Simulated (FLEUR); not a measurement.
# Ru (P6_3/mmc) in FLEUR: further runs

One crystal, Ru, is run at these levels: PBEsol; tasks: band structure, equation of state.

All numbers are computed with FLEUR MaX-R8.1 (later development tree); they aren't measurements. Logs are shortened: lines on timing, memory, paths and dates and some standing lists are left out, and cuts for length are marked.

## (1) The crystal as given

It takes space group P6_3/mmc (No. 194, hexagonal). The conventional cell has a = 2.706 Å, b = 2.706 Å, c = 4.282 Å, α = 90.00°, β = 90.00°, γ = 120.00°. Ru (site symmetry -6m2) is surrounded by 12 Ru at 2.65 to 2.71 Å.

## (2) Band structure, PBEsol

Input file inp.xml:

```xml
<?xml version="1.0" encoding="UTF-8" standalone="no"?>
<fleurInput fleurInputVersion="0.39">
   <comment>
      Ru                                                                                                  
   </comment>
   <calculationSetup>
      <cutoffs Kmax="3.8" Gmax="11.8" GmaxXC="11.8" numbands="0"/>
      <scfLoop itmax="60" minDistance="0.00001" maxIterBroyd="15" imix="Anderson" alpha="0.05" precondParam="0.0" spinf="2.0" sdNocoIR="T"/>
      <coreElectrons ctail="T" frcor="F" kcrel="0" coretail_lmax="0"/>
      <xcFunctional name="PBEs" relativisticCorrections="F"/>
      <magnetism jspins="1"/>
      <soc l_soc="F" theta="0.0" phi="0.0" spav="F"/>
      <expertModes spex="0" secvar="F"/>
      <geometryOptimization l_f="F" forcealpha="1.0" forcemix="BFGS" epsdisp="0.00001" epsforce="0.00001"/>
      <ldaU l_linMix="F" mixParam="0.05" spinf="1.0"/>
   </calculationSetup>
   <cell>
      <bzIntegration valenceElectrons="32.0" mode="hist" fermiSmearingEnergy="0.00183747">
         <kPointListSelection listName="default-1"/>
         <!-- k-points included here -->
         <xi:include xmlns:xi="http://www.w3.org/2001/XInclude" href="kpts.xml"> </xi:include>
      </bzIntegration>
      <!-- symmetry operations included here -->
      <xi:include xmlns:xi="http://www.w3.org/2001/XInclude" href="sym.xml"> </xi:include>
      <bulkLattice scale="1.0">
         <bravaisMatrix>
            <row-1>    5.1132209479426800     0.0000000000000000     0.0000000000000000</row-1>
            <row-2>   -2.5566104739713400     4.4281792361568231     0.0000000000000000</row-2>
            <row-3>    0.0000000000000000     0.0000000000000000     8.0916182929247409</row-3>
         </bravaisMatrix>
      </bulkLattice>
   </cell>
   <atomSpecies>
      <species name="Ruthenium (Ru)" element="Ru" atomicNumber="44">
         <mtSphere radius="2.32" gridPoints="767" logIncrement="0.017"/>
         <atomicCutoffs lmax="9" lnonsphr="7"/>
         <electronConfig flipSpins="F">
            <coreConfig>(1s1/2) (2s1/2) (2p1/2) (2p3/2) (3s1/2) (3p1/2) (3p3/2) (3d3/2) (3d5/2)</coreConfig>
            <valenceConfig>(4s1/2) (4p1/2) (4p3/2) (5s1/2) (4d3/2) (4d5/2)</valenceConfig>
            <stateOccupation state="(5s1/2)" spinUp="0.500000" spinDown="0.500000"/>
            <stateOccupation state="(4d3/2)" spinUp="1.400000" spinDown="1.400000"/>
            <stateOccupation state="(4d5/2)" spinUp="2.100000" spinDown="2.100000"/>
         </electronConfig>
         <energyParameters s="5" p="5" d="4" f="4"/>
         <lo type="SCLO" l="0" n="4" eDeriv="0"/>
         <lo type="SCLO" l="1" n="4" eDeriv="0"/>
         <lo type="SCLO" l="1" n="4" eDeriv="1"/>
         <lo type="SCLO" l="2" n="4" eDeriv="2"/>
         <lo type="SCLO" l="3" n="4" eDeriv="2"/>
      </species>
   </atomSpecies>
   <atomGroups>
      <atomGroup species="Ruthenium (Ru)">
         <relPos label="                   1">-1.000/3.000 1.000/3.000 -1.000/4.000</relPos>
         <relPos label="                   2">1.000/3.000 -1.000/3.000 1.000/4.000</relPos>
         <force calculate="T" relaxXYZ="TTT"/>
      </atomGroup>
   </atomGroups>
   <output dos="F" band="F" slice="F">
      <checks vchk="F" cdinf="F"/>
      <bandDOS minEnergy="-.5*Htr" maxEnergy="0.5*Htr" sigma="0.015" storeEVData="T"/>
      <vacuumDOS vacdos="F" integ="F" star="F" nstars="0" locx1="0.0" locy1="0.0" locx2="0.0" locy2="0.0" nstm="0" tworkf="0.0"/>
      <unfoldingBand unfoldBand="F" supercellX="1" supercellY="1" supercellZ="1"/>
      <plotting iplot="0" polar="F">
         <plot TwoD="T" vec1="  1.0  0.0  0.0" vec2="  0.0  1.0  0.0" vec3="  0.0  0.0  1.0" zero="  0.0  0.0  0.0" file="plot"/>
      </plotting>
      <chargeDensitySlicing numkpt="0" minEigenval="0.0" maxEigenval="0.0" nnne="0" pallst="F"/>
      <specialOutput eonly="F"/>
      <moessbauerParams electricFieldGradient="T" isomerShift="T" coreHyperfine="T" valenceHyperfine="T"/>
      <magneticCircularDichroism mcd="F" energyLo="-10.0" energyUp="0.0"/>
   </output>
  <!-- We include the file relax.xml here to enable relaxations (see documentation) -->
  <xi:include xmlns:xi="http://www.w3.org/2001/XInclude" href="relax.xml"> <xi:fallback/> </xi:include>
</fleurInput>
```

Input file crystal.txt:

```
Ru
&input cartesian=F /
2.7058000000  0.0000000000  0.0000000000
-1.3529000000  2.3432915376  0.0000000000
0.0000000000  0.0000000000  4.2819000000
1.8897261246
1.0 1.0 1.0

2
44 0.6666666667  0.3333333333  0.7500000000
44 0.3333333333  0.6666666667  0.2500000000

&kpt div1=11 div2=11 div3=6 gamma=T /
```

Input file inp.xml (bands):

```
<?xml version="1.0" encoding="UTF-8" standalone="no"?>
<fleurInput fleurInputVersion="0.39">
   <comment>
      Ru                                                                                                  
   </comment>
   <calculationSetup>
      <cutoffs Kmax="3.8" Gmax="11.8" GmaxXC="11.8" numbands="0"/>
      <scfLoop itmax="60" minDistance="0.00001" maxIterBroyd="15" imix="Anderson" alpha="0.05" precondParam="0.0" spinf="2.0" sdNocoIR="T"/>
      <coreElectrons ctail="T" frcor="F" kcrel="0" coretail_lmax="0"/>
      <xcFunctional name="PBEs" relativisticCorrections="F"/>
      <magnetism jspins="1"/>
      <soc l_soc="F" theta="0.0" phi="0.0" spav="F"/>
      <expertModes spex="0" secvar="F"/>
      <geometryOptimization l_f="F" forcealpha="1.0" forcemix="BFGS" epsdisp="0.00001" epsforce="0.00001"/>
      <ldaU l_linMix="F" mixParam="0.05" spinf="1.0"/>
   </calculationSetup>
   <cell>
      <bzIntegration valenceElectrons="32.0" mode="hist" fermiSmearingEnergy="0.00183747">
         <kPointListSelection listName="path-1"/>
         <!-- k-points included here -->
         <xi:include xmlns:xi="http://www.w3.org/2001/XInclude" href="kpts.xml"> </xi:include>
      </bzIntegration>
      <!-- symmetry operations included here -->
      <xi:include xmlns:xi="http://www.w3.org/2001/XInclude" href="sym.xml"> </xi:include>
      <bulkLattice scale="1.0">
         <bravaisMatrix>
            <row-1>    5.1132209479426800     0.0000000000000000     0.0000000000000000</row-1>
            <row-2>   -2.5566104739713400     4.4281792361568231     0.0000000000000000</row-2>
            <row-3>    0.0000000000000000     0.0000000000000000     8.0916182929247409</row-3>
         </bravaisMatrix>
      </bulkLattice>
   </cell>
   <atomSpecies>
      <species name="Ruthenium (Ru)" element="Ru" atomicNumber="44">
         <mtSphere radius="2.32" gridPoints="767" logIncrement="0.017"/>
         <atomicCutoffs lmax="9" lnonsphr="7"/>
         <electronConfig flipSpins="F">
            <coreConfig>(1s1/2) (2s1/2) (2p1/2) (2p3/2) (3s1/2) (3p1/2) (3p3/2) (3d3/2) (3d5/2)</coreConfig>
            <valenceConfig>(4s1/2) (4p1/2) (4p3/2) (5s1/2) (4d3/2) (4d5/2)</valenceConfig>
            <stateOccupation state="(5s1/2)" spinUp="0.500000" spinDown="0.500000"/>
            <stateOccupation state="(4d3/2)" spinUp="1.400000" spinDown="1.400000"/>
            <stateOccupation state="(4d5/2)" spinUp="2.100000" spinDown="2.100000"/>
         </electronConfig>
         <energyParameters s="5" p="5" d="4" f="4"/>
         <lo type="SCLO" l="0" n="4" eDeriv="0"/>
         <lo type="SCLO" l="1" n="4" eDeriv="0"/>
         <lo type="SCLO" l="1" n="4" eDeriv="1"/>
         <lo type="SCLO" l="2" n="4" eDeriv="2"/>
         <lo type="SCLO" l="3" n="4" eDeriv="2"/>
      </species>
   </atomSpecies>
   <atomGroups>
      <atomGroup species="Ruthenium (Ru)">
         <relPos label="                   1">-1.000/3.000 1.000/3.000 -1.000/4.000</relPos>
         <relPos label="                   2">1.000/3.000 -1.000/3.000 1.000/4.000</relPos>
         <force calculate="T" relaxXYZ="TTT"/>
      </atomGroup>
   </atomGroups>
   <output dos="F" band="T" slice="F">
      <checks vchk="F" cdinf="F"/>
      <bandDOS minEnergy="-.5*Htr" maxEnergy="0.5*Htr" sigma="0.015" storeEVData="T"/>
      <vacuumDOS vacdos="F" integ="F" star="F" nstars="0" locx1="0.0" locy1="0.0" locx2="0.0" locy2="0.0" nstm="0" tworkf="0.0"/>
      <unfoldingBand unfoldBand="F" supercellX="1" supercellY="1" supercellZ="1"/>
      <plotting iplot="0" polar="F">
         <plot TwoD="T" vec1="  1.0  0.0  0.0" vec2="  0.0  1.0  0.0" vec3="  0.0  0.0  1.0" zero="  0.0  0.0  0.0" file="plot"/>
      </plotting>
      <chargeDensitySlicing numkpt="0" minEigenval="0.0" maxEigenval="0.0" nnne="0" pallst="F"/>
      <specialOutput eonly="F"/>
      <moessbauerParams electricFieldGradient="T" isomerShift="T" coreHyperfine="T" valenceHyperfine="T"/>
      <magneticCircularDichroism mcd="F" energyLo="-10.0" energyUp="0.0"/>
   </output>
  <!-- We include the file relax.xml here to enable relaxations (see documentation) -->
  <xi:include xmlns:xi="http://www.w3.org/2001/XInclude" href="relax.xml"> <xi:fallback/> </xi:include>
</fleurInput>
```

Potentials or basis: all-electron, FLAPW.

Launch:

```console
$ inpgen -f crystal.txt -profile fastHighL
$ # inp.xml edited to the form shown
$ fleur_MPI
$ fleur_MPI   # second run, on inp.xml (bands)
```

Standard output:

```text
Welcome to FLEUR        (www.flapw.de)
      MaX-Release 8.1          (www.max-centre.eu)

 ========== k-point set info ==========
 Selected k-point list: default-1
 k-point list type: mesh
 11 x 11 x 6
 Number of k points: 64

 ------------Calculation Setup---------------------------
 Number of MPI-tasks      :            1
 Number of PE/node        :            1
 Number of OMP-threads    :            1
 Most efficient MPI parallelization for:
           1           2           4           8          16          32          64
 Additional eigenvalue parallelization possible
 Number of basis functions:          248
 Approximate size of matrices (H+S) per k-point:         0.001 GB
 --------------------------------------------------------
 Iteration:     1   Distance:      20.15684921 me/bohr^3
 Iteration:     2   Distance:      17.89654424 me/bohr^3
 Iteration:     3   Distance:       5.88515484 me/bohr^3
 Iteration:     4   Distance:       3.63109115 me/bohr^3
 Iteration:     5   Distance:       1.69664239 me/bohr^3
 Iteration:     6   Distance:       0.55458059 me/bohr^3
 Iteration:     7   Distance:       0.08879729 me/bohr^3
 Iteration:     8   Distance:       0.05814722 me/bohr^3
 Iteration:     9   Distance:       0.00466382 me/bohr^3
 Iteration:    10   Distance:       0.00099011 me/bohr^3
 Iteration:    11   Distance:       0.00117408 me/bohr^3
 Iteration:    12   Distance:       0.00018238 me/bohr^3
 Iteration:    13   Distance:       0.00002116 me/bohr^3
 Iteration:    14   Distance:       0.00001044 me/bohr^3
 Iteration:    15   Distance:       0.00000225 me/bohr^3

 ********************************************************************
 Run finished successfully
 Stop message:
   all done
 ********************************************************************
```

output (bands):

```text
Welcome to FLEUR        (www.flapw.de)
      MaX-Release 8.1          (www.max-centre.eu)

 ========== k-point set info ==========
 Selected k-point list: path-1
 k-point list type: path
 Number of k points: 60

 ------------Calculation Setup---------------------------
 Number of MPI-tasks      :            1
 Number of PE/node        :            1
 Number of OMP-threads    :            1
 Most efficient MPI parallelization for:
           1           2           3           4           5           6          10          12          15          20          30          60
 Additional eigenvalue parallelization possible
 Number of basis functions:          253
 Approximate size of matrices (H+S) per k-point:         0.001 GB
 --------------------------------------------------------
 Fermi energy correction for metals:
 Fermi energy in bands.* files may not be consistent with last density.
 Please correct it manually (e.g. in band.gnu file).

 Note: Band structure data (together with different weights) is also stored in the banddos.hdf file.
       A convenient way of extracting and plotting the data from that file is by making use of the

 ********************************************************************
 Run finished successfully
 Stop message:
   Charge density postprocessing done.
 ********************************************************************
```

out.xml (last iteration):

```text
<iteration numberForCurrentRun="   15" overallNumber="   15">
         <energyParameters units="Htr">
            <atomicEP atomType="1" spin="1" branch="5s" branchLowest="-2.09" branchHighest="2.60" value="0.3538756322"/>
            <atomicEP atomType="1" spin="1" branch="5p" branchLowest="-0.94" branchHighest="3.34" value="0.4742466495"/>
            <atomicEP atomType="1" spin="1" branch="4d" branchLowest="-9.35" branchHighest="0.82" value="0.4534698621"/>
            <atomicEP atomType="1" spin="1" branch="4f" branchLowest="-9.99" branchHighest="2.65" value="0.7557127185"/>
            <loAtomicEP atomType="1" spin="1" branch="4s" branchLowest="-19.70" branchHighest="-2.09" value="-2.1144697675"/>
            <loAtomicEP atomType="1" spin="1" branch="4p" branchLowest="-15.73" branchHighest="-0.94" value="-1.0161254745"/>
            <loAtomicEP atomType="1" spin="1" branch="4p" branchLowest="-15.73" branchHighest="-0.94" value="-1.0161254745"/>
            <loAtomicEP atomType="1" spin="1" branch="4d" branchLowest="-9.35" branchHighest="0.82" value="0.4506474142"/>
            <loAtomicEP atomType="1" spin="1" branch="4f" branchLowest="-9.99" branchHighest="2.65" value="0.7557139279"/>
         </energyParameters>
         <eigenvalues>
            <eigenvaluesAt spin="1" ikpt="1" k_x="0.00000000" k_y="0.00000000" k_z="0.00000000">
                      -2.1211070292       -2.1135446808       -1.0374148810       -1.0027388860       -1.0027388860
                      -0.9964183787       -0.9964183787       -0.9949094070        0.2671960150        0.3341842646
                       0.4678746571        0.4678746571        0.4742854887        0.4932097356        0.4932097356
                       0.5127151070        0.5127151070        0.6077386748        0.6077386748        0.6086380472
                       0.9411259405        1.1055882059        1.1957566744        1.2202733413        1.3925901824
            </eigenvaluesAt>
            <eigenvaluesAt spin="1" ikpt="2" k_x="0.00000000" k_y="0.00000000" k_z="0.16666667">
                      -2.1206086190       -2.1140604047       -1.0346947485       -1.0023191600       -1.0023191600
                      -0.9978905550       -0.9968428200       -0.9968428200        0.2785048755        0.3377651833
                       0.4623247706        0.4623247706        0.4687954067        0.4867705271        0.4867705271
                       0.5272136358        0.5272136358        0.5736286547        0.6080264226        0.6080264226
                       0.9879026282        1.0872652717        1.1911904286        1.2354693623        1.3289515136
[... 37 lines left out ...]
         <allElectronCharges>
            <spinDependentCharge spin="1" total="88.0000000" interstitial="3.7436442" mtSpheres="84.2563558"/>
            <totalCharge value="87.9999999973"/>
         </allElectronCharges>
         <moessbauerParams unitsHFF="kG" unitsIS="e/bohr^3" unitsEFG="Htr/bohr^2">
            <coreIsomerShift atomType="1" isTotal="111042.46212">
               <shell n="1" l="0" isomerShift="97873.50552"/>
               <shell n="2" l="0" isomerShift="10935.06330"/>
               <shell n="2" l="1" isomerShift="196.88838"/>
               <shell n="3" l="0" isomerShift="1998.75968"/>
               <shell n="3" l="1" isomerShift="38.24524"/>
               <shell n="3" l="2" isomerShift="0.00000"/>
            </coreIsomerShift>
            <isomerShift atomType="1" nucleusRadius="0.0001100" averageDensity="111420.52770"/>
            <electricFieldGradient atomType="1" VXX="0.06099" VYY="0.06099" VZZ="-0.12198" asymParam="0.00000">
            </electricFieldGradient>
         </moessbauerParams>
         <totalEnergy                                    value="    -9059.1467350135" units="Htr">
            <sumOfEigenvalues                            value="    -5384.4200081716">
               <coreElectrons value="-5370.9231160039"/>
               <valenceElectrons value="-13.4968921678"/>
            </sumOfEigenvalues>
            <densityCoulombPotentialIntegral value="-14464.1833415166"/>
            <densityEffectivePotentialIntegral value="-14809.8617786149"/>
            <chargeDenXCDenIntegral value="-263.0700300360"/>
            <FockExchangeEnergyValence value="0.0000000000"/>
            <FockExchangeEnergyCore value="0.0000000000"/>
            <atomTypeDependentContributions atomType="1">
               <electronNucleiInteractionDifferentMTs value="10932.8796005002"/>
               <MadelungTerm value="-56.5472041623"/>
            </atomTypeDependentContributions>
            <tkbTimesEntropy value="0.0006157153"/>
            <freeEnergy value="-9059.1473507289"/>
            <extrapolationTo0K value="-9059.1470428712"/>
         </totalEnergy>
         <densityConvergence units="me/bohr^3">
            <chargeDensity spin="1" distance="0.0000022536"/>
         </densityConvergence>
      </iteration>
```

Run time: 22 s. Hardware: 1 thread of Arm Neoverse V1, shared host; peak memory 0.06 GiB.

Results:

```yaml
Free_energy: -246511.9576 eV
Band_gap_along_the_path: none (metal or under the smearing width)
Valence_electrons_inside_the_program's_atomic_spheres: Ru 14.13 (radii Ru 2.32 bohr)
```

Levels at the corners of the path, in eV from the Fermi level:
```csv
point,band 13,band 14,band 15,band 16,band 17,band 18,band 19,band 20
Γ,-2.36,-1.85,-1.85,-1.32,-1.32,1.27,1.27,1.29
M,-2.02,-1.77,-1.46,1.51,1.94,2.01,4.13,6.16
K,-2.79,-2.79,-1.01,1.09,1.09,1.53,7.06,7.24
Γ,-2.36,-1.85,-1.85,-1.32,-1.32,1.27,1.27,1.29
A,-2.70,-2.70,-2.68,-2.68,0.63,0.63,0.63,0.63
L,-0.99,-0.99,0.50,0.50,1.77,1.77,3.43,3.43
H,-2.67,-2.67,-1.12,-1.12,1.31,1.31,8.47,8.47
A,-2.70,-2.70,-2.68,-2.68,0.63,0.63,0.63,0.63
L,-0.99,-0.99,0.50,0.50,1.77,1.77,3.43,3.43
M,-2.02,-1.77,-1.46,1.51,1.94,2.01,4.13,6.16
K,-2.79,-2.79,-1.01,1.09,1.09,1.53,7.06,7.24
H,-2.67,-2.67,-1.12,-1.12,1.31,1.31,8.47,8.47
```

Core levels (eV from the Fermi level):
| atom | levels |
| --- | --- |
| 1 Ru | 1s1/2 -21909.8, 2s1/2 -3147.1, 2p1/2 -2908.2, 2p3/2 -2777.4, 3s1/2 -551.3, 3p1/2 -458.6, 3p3/2 -436.4, 3d3/2 -272.3, 3d5/2 -268.0 |
| 2 Ru | 1s1/2 -21909.8, 2s1/2 -3147.1, 2p1/2 -2908.2, 2p3/2 -2777.4, 3s1/2 -551.3, 3p1/2 -458.6, 3p3/2 -436.4, 3d3/2 -272.3, 3d5/2 -268.0 |

## (3) Equation of state, PBEsol, 12.76 Å³/atom (volume scaled by 0.94)

inp.xml: that of step 2 with these lines changed.

```diff
@@ -6,3 +6,3 @@
    <calculationSetup>
-      <cutoffs Kmax="3.8" Gmax="11.8" GmaxXC="11.8" numbands="0"/>
+      <cutoffs Kmax="3.82" Gmax="11.8" GmaxXC="11.8" numbands="0"/>
       <scfLoop itmax="60" minDistance="0.00001" maxIterBroyd="15" imix="Anderson" alpha="0.05" precondParam="0.0" spinf="2.0" sdNocoIR="T"/>
@@ -24,3 +24,3 @@
       <xi:include xmlns:xi="http://www.w3.org/2001/XInclude" href="sym.xml"> </xi:include>
-      <bulkLattice scale="1.0">
+      <bulkLattice scale="0.9795861087">
          <bravaisMatrix>
@@ -34,3 +34,3 @@
       <species name="Ruthenium (Ru)" element="Ru" atomicNumber="44">
-         <mtSphere radius="2.32" gridPoints="767" logIncrement="0.017"/>
+         <mtSphere radius="2.25" gridPoints="767" logIncrement="0.017"/>
          <atomicCutoffs lmax="9" lnonsphr="7"/>
```

Potentials or basis: all-electron, FLAPW.

Launch:

```console
$ inpgen -f crystal.txt -profile fastHighL
$ # inp.xml edited to the form shown
$ fleur_MPI
```

Wall time 20 s (1 thread of Arm Neoverse V1, shared host); peak memory 0.09 GiB.

The run converged. Its results:

```yaml
Free_energy: -246511.8749 eV
Band_gap_on_the_k_mesh: none (metal or under the smearing width)
Valence_electrons_inside_the_program's_atomic_spheres: Ru 13.96 (radii Ru 2.25 bohr)
```

## (4) Equation of state, PBEsol, 13.03 Å³/atom (volume scaled by 0.96)

inp.xml: that of step 3 with these lines changed.

```diff
@@ -24,3 +24,3 @@
       <xi:include xmlns:xi="http://www.w3.org/2001/XInclude" href="sym.xml"> </xi:include>
-      <bulkLattice scale="0.9795861087">
+      <bulkLattice scale="0.9864848297">
          <bravaisMatrix>
```

Launch:

```console
$ inpgen -f crystal.txt -profile fastHighL
$ # inp.xml edited to the form shown
$ fleur_MPI
```

Wall time 20 s (1 thread of Arm Neoverse V1, shared host); peak memory 0.09 GiB.

It converged, with:

| Item | Value |
| --- | --- |
| Free energy | -246511.9156 eV |
| Band gap on the k mesh | none (metal or under the smearing width) |
| Valence electrons inside the program's atomic spheres | Ru 13.92 (radii Ru 2.25 bohr) |

(Part 1 of 2 ends here.)
